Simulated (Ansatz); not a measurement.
**Calculated field gradients at the nuclei for TiO2**

The cell is a structure deposited in the COD, ions relaxed with PBE at fixed cell.

```cif
data_TiO2
_symmetry_space_group_name_H-M 'P4_2/mnm'
_symmetry_Int_Tables_number 136
_cell_length_a 4.5922
_cell_length_b 4.5922
_cell_length_c 2.9574
_cell_angle_alpha 90.000
_cell_angle_beta 90.000
_cell_angle_gamma 90.000
loop_
_atom_site_label
_atom_site_type_symbol
_atom_site_symmetry_multiplicity
_atom_site_Wyckoff_symbol
_atom_site_fract_x
_atom_site_fract_y
_atom_site_fract_z
Ti Ti 2 a 0.0000 0.0000 0.0000
O O 4 f 0.3042 0.3042 0.0000
```

One atom of each set is listed.

Method: Kohn–Sham DFT in Ansatz, r2SCAN, plane waves and PAW, scalar-relativistic, 500 eV cutoff, Γ-centred 7×7×10 k-points, Fermi–Dirac smearing 0.02 eV.

Conventions: |V_zz| ≥ |V_yy| ≥ |V_xx|, η = (V_xx − V_yy)/V_zz, C_Q = eQV_zz/h. ν_Q = 3|C_Q|/[2I(2I − 1)].

⁴⁹Ti: I = 7/2, Q = 247.0 mb; 17O: I = 5/2, Q = -25.58 mb. Quadrupole moments are those of Pyykkö's year-2017 table.

| site | atoms | first shell | C_Q (MHz) | η | ν_Q (MHz) |
| --- | --- | --- | --- | --- | --- |
| Ti | 2 | 6 O at 1.95–1.98 Å | -12.2 | 0.10 | 0.875 |
| O | 4 | 3 Ti at 1.95–1.98 Å | 1.65 | 0.88 | 0.247 |

The run took 3.1 s of wall time (11 s of CPU time) and 0.66 GiB at its peak, on 4 threads of Intel Xeon Platinum 8559C (Emerald Rapids) (x86_64; 48 cores open to the job, memory cap 10.0 GiB, no GPU), a shared host with a load of 0.2 a core.
